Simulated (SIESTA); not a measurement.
## ZrC in SIESTA: convergence with EnergyShift

ZrC:

```
Zr C
1.0
     0.00000    2.36500    2.36500
     2.36500    0.00000    2.36500
     2.36500    2.36500    0.00000
Zr C
1 1
Direct
  0.49014 0.49591 0.50642
  0.98906 0.99528 0.02158
```

The cell isn't the ideal one: atoms moved at random, drawn with an rms of 0.05 Å.

| Property | Result |
| --- | --- |
| Program | SIESTA 5.4.2 |
| Task | single point |
| Functional | RPBE |
| Potentials or basis | PseudoDojo 0.4 standard (PBE files) |
| Basis | DZP (energy shift 0.05 Ry; two zetas on semicore shells) |
| Grid cutoff | 800 Ry |
| Energy shift | 0.05 Ry |
| k mesh | 8 × 8 × 8 |
| Occupations | fermi-dirac, width 0.05 eV |
| Spin | no spin polarisation |

These are the settings of the first run; the series varies EnergyShift, with any setting tied to it.

Hardware: 1 thread of Arm Neoverse V1, on a shared host.

Question: The values tried are 0.05, 0.03, 0.02, 0.01, 0.005, 0.003, 0.002, 0.001, loosest first. From which on does the largest force stay within 0.005 eV/Å of the tightest run that finished?

Answer: From 0.005 on.

```
EnergyShift  energy less the tightest run, at zero smearing (meV/atom)  pressure (GPa)  largest force (eV/Å)  SCF cycles  CPU time (s)  peak memory (GiB)
       0.05                                                    1099.96           -2.67                 0.303           9            14               0.19
       0.03                                                     622.30            1.74                 0.332           9            19                0.2
       0.02                                                     400.79           -1.17                 0.336           9            23               0.21
       0.01                                                     182.90            0.17                 0.344           8            33               0.24
      0.005                                                      84.10            1.21                 0.350           8            47               0.27
      0.003                                                      43.83            1.67                 0.354           8            65                0.3
      0.002                                                      23.31            1.84                 0.352           8            79               0.32
      0.001                                                       0.00            1.61                 0.352           8           100               0.34
```

Not settled before the last step: the energy (to 1 meV/atom), the pressure (to 0.1 GPa). The tightest run that finished is the yardstick and may itself not be fully converged.

Caveat, for the tightest run too: the potentials were made for another functional, which shifts forces and pressure; the basis of atomic orbitals isn't converged, which shifts pressures, moduli and gaps.
